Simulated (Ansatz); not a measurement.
Calculated with Ansatz (gas phase, PBE0-D4/def2-TZVP geometries, no zero-point term in ΔE). CCSD(T)/CBS adds triple-zeta CCSD(T) − MP2 to the extrapolated MP2 energy (def2 sets, frozen cores). This one scheme is used for every species. DFT in def2-TZVPP. B3LYP here is the variant with VWN-RPA as its local correlation; programs differ in this. HSE06 is defined as in plane-wave codes. One conformer a species, not always the lowest.

Reaction (formal exchange of groups at a C–C bond): `FCC(F)(F)C(F)(F)C(F)(F)F` + difluoromethane → `FCC(F)(F)C(F)(F)C(F)F` + trifluoromethane

```
             level  ΔE (kJ/mol)  difference from CCSD(T)/CBS
       LDA (SPW92)        -19.6                         -0.2
            PBE-D4        -18.6                          0.8
         revPBE-D4        -17.0                          2.4
           BLYP-D4        -18.4                          1.0
         r2SCAN-D4        -16.9                          2.5
            B97M-V        -16.3                          3.1
           PBE0-D4        -18.8                          0.6
          B3LYP-D4        -18.9                          0.5
        r2SCANh-D4        -17.4                          2.0
        r2SCAN0-D4        -18.0                          1.4
          HSE06-D4        -18.8                          0.6
          BHLYP-D4        -19.6                         -0.2
      CAM-B3LYP-D4        -19.6                         -0.2
           ωB97X-V        -17.9                          1.5
           ωB97M-V        -18.1                          1.3
            B2PLYP        -20.1                         -0.7
          PBE-QIDH        -19.8                         -0.4
               PBE        -19.4                          0.0
            revPBE        -19.1                          0.3
            r2SCAN        -17.2                          2.2
              PBE0        -19.5                         -0.1
             B3LYP        -20.1                         -0.7
           r2SCAN0        -18.3                          1.1
             HSE06        -19.5                         -0.1
             BHLYP        -20.5                         -1.1
         CAM-B3LYP        -20.3                         -0.9
           LC-ωPBE        -19.9                         -0.5
RPA@PBE/def2-TZVPP        -17.5                          1.9
       HF/def2-SVP        -18.4                          1.0
      MP2/def2-SVP        -15.3                          4.1
     CCSD/def2-SVP        -15.5                          3.9
  CCSD(T)/def2-SVP        -14.8                          4.6
    MP2/def2-TZVPP        -19.9                         -0.5
SCS-MP2/def2-TZVPP        -19.6                         -0.2
   CCSD/def2-TZVPP        -19.6                         -0.2
CCSD(T)/def2-TZVPP        -19.1                          0.3
    MP2/def2-QZVPP        -20.0                         -0.6
SCS-MP2/def2-QZVPP        -19.8                         -0.4
     MP2/CBS(def2)        -20.2                         -0.8
    CCSD/CBS(def2)        -19.9                         -0.5
       CCSD(T)/CBS        -19.4                            0
```

Largest T1 diagnostic among the species: 0.012.

Leaving LDA and LC-ωPBE aside and taking each functional with its dispersion term where it has one, the values spread over 3.8 kJ/mol, from B2PLYP to B97M-V. At CCSD(T), def2-SVP lies +4.6 kJ/mol from the extrapolated value and def2-TZVPP +0.3 kJ/mol.

CCSD(T)/CBS has its own doubt, a few kJ/mol and more with outer-core shells, so smaller differences from it don't rank the levels.
